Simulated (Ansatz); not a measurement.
**Computed properties of N**

```
CELL_PARAMETERS angstrom
3.62900 0.00000 0.00000
-1.81450 3.14281 0.00000
0.00000 0.00000 5.89000
ATOMIC_POSITIONS crystal
N 0.33333 0.66667 0.25000
N 0.66667 0.33333 0.75000
```

Atom numbers follow the list: N1, N2.

The geometry is COD entry 1539196, unchecked; take it as a test cell.

These are results of Ansatz 0.2.0, DFT, PBE, all-electron LAPW, scalar-relativistic, not measurements.

Settings: a Γ-centred 10×10×5 k mesh, Fermi–Dirac smearing of 0.02 eV, basis error target 0.5 meV/atom, no spin polarisation.

| Quantity | Value |
| --- | --- |
| Pressure at this cell | -7.21 GPa |
| Volume per atom | 226.7 bohr³ |

(1) Give the computed value. Band gap.

(2) Give the computed value. Density of states at the Fermi level (0.2 eV bin).

Results:

(1) none: bands cross the Fermi level, a metal.

(2) 10.68 states/eV per cell.
